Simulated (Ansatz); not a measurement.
ZnCu:

```
CELL_PARAMETERS angstrom
2.94500 0.00000 0.00000
0.00000 2.94500 0.00000
0.00000 0.00000 2.94500
ATOMIC_POSITIONS crystal
Zn 0.50000 0.50000 0.50000
Cu 0.00000 0.00000 0.00000
```

Base run:

```yaml
Program: Ansatz 0.2.0
Functional: PBE
Potentials_or_basis: all-electron LAPW, scalar-relativistic
Cutoff: 295 eV (chosen from the basis error)
Basis_error_allowed: 0.001 eV/atom
k_mesh: 9 × 9 × 9
Occupations: gaussian, width 0.1 eV
Spin: no spin polarisation
```

Its results: band gap on the k mesh none (metal or under the smearing width); pressure 2.5 GPa.

Q: The run is repeated on the same cell with these changes: functional from PBE to RPBE; occupations from gaussian, width 0.1 eV to gaussian, width 0.02 eV. What comes out?

A: Band gap on the k mesh none (metal or under the smearing width); pressure 6.8 GPa.
